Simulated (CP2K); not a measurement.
# WS2 under changes of volume

One of the cells (17.744 Å³/atom); the others are scaled copies at fixed shape and fractional positions:

```
CELL_PARAMETERS angstrom
6.42736 0.00000 0.00000
5.65154 3.06122 0.00000
5.65154 1.43230 2.70547
ATOMIC_POSITIONS crystal
W 0.00000 0.00000 0.00000
S 0.58100 0.58100 0.58100
S 0.75030 0.75030 0.75030
```

Measurements of this composition are mostly on another form, of space group No. 194.

- Program: CP2K 2026.2
- Functional: PBEsol
- Potentials or basis: POTENTIAL_UZH W GTH-PBE-q14, S GTH-PBE-q6; TZVP-MOLOPT-PBE-GTH basis
- Density cutoff: 6123 eV
- k mesh: 10 × 10 × 10
- Occupations: fermi-dirac, width 0.05 eV
- Spin: no spin polarisation

```csv
volume (Å³/atom),energy over the lowest point (meV/atom),pressure (GPa),gap on the mesh (eV),largest force (eV/Å)
16.679,37.56,12.0,0.93,1.573
17.034,16.05,7.5,0.96,1.122
17.389,3.85,3.6,0.99,0.704
17.744,0.00,0.0,1.01,0.609
18.099,?,?,?,?
18.454,14.10,-6.1,1.05,0.928
18.809,30.59,-8.7,1.07,1.211
```

**Question.** What does the run at 18.099 Å³/atom give?

**Answer.** Energy over the lowest point 3.67 meV/atom; pressure -3.2 GPa; gap on the mesh 1.03 eV; largest force 0.622 eV/Å.

Worked out: A Birch-Murnaghan fit of order 3 (a polynomial in V^(-2/3)) to the other rows has its minimum at 17.74 Å³/atom with B0 = V·E''(V) = 169 GPa and B' = 4.3 at fixed shape and positions, which overstates the stiffness. It gives 3.67 meV/atom at 18.099 Å³/atom, against the run's 3.67, and -dE/dV = -3.2 GPa, against -3.2. A straight line through the other rows of the gap, of slope 1.14 eV per unit of ln V, gives 1.03 eV, against the run's 1.03.

Energies are extrapolated to zero smearing.

Caveats: the potentials were made for another functional, which shifts forces and pressure; spin-orbit coupling is left out, which moves the levels of the heavy elements; the basis of atomic orbitals isn't converged, which shifts pressures, moduli and gaps.

A mesh can miss the band edges.
